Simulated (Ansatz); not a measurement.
**PbSe (Clausthalite) under changes of volume**

One of the cells (28.671 Å³/atom); the others are scaled copies at fixed shape and fractional positions:

```
Pb Se
1.0
     0.00000    3.06065    3.06065
     3.06065    0.00000    3.06065
     3.06065    3.06065    0.00000
Pb Se
1 1
Cartesian
  0.0000 0.0000 0.0000
  3.0606 3.0606 3.0606
```

| Property | Result |
| --- | --- |
| Program | Ansatz 0.2.0 |
| Functional | r2SCANh |
| Potentials or basis | Ansatz PAW |
| Cutoff | 500 eV (not typed: the program's choice for these potentials) |
| k mesh | 4 × 4 × 4 |
| Occupations | fermi-dirac, width 0.05 eV |
| Spin | no spin polarisation |

```csv
volume (Å³/atom),energy over the lowest point (meV/atom),pressure (GPa),gap on the mesh (eV)
26.951,?,?,?
27.524,21.42,3.9,0.78
28.097,9.80,2.6,0.86
28.671,2.81,1.3,0.94
29.244,0.00,0.2,1.01
29.818,0.95,-0.8,1.07
30.391,5.28,-1.7,1.13
```

What does the run at 26.951 Å³/atom give?

Energy over the lowest point 38.20 meV/atom; pressure 5.5 GPa; gap on the mesh 0.69 eV.

Worked out: A Birch-Murnaghan fit of order 3 (a polynomial in V^(-2/3)) to the other rows has its minimum at 29.38 Å³/atom with B0 = V·E''(V) = 52 GPa and B' = 4.4. It gives 38.19 meV/atom at 26.951 Å³/atom, against the run's 38.20, and -dE/dV = 5.5 GPa, against 5.5. A straight line through the other rows of the gap, of slope 3.54 eV per unit of ln V (its deformation potential), extrapolates to 0.71 eV, against the run's 0.69.

Energies are extrapolated to zero smearing.

Caveats: all runs use coarse meshes; spin-orbit coupling is left out, which as a rule narrows the gap of such compounds by several tenths of an eV; the PAW data sets come from PBE, with cores solved anew for the run's functional, which leaves a small shift of forces and pressure; the thresholds are loose for stress.

A mesh can miss the band edges.
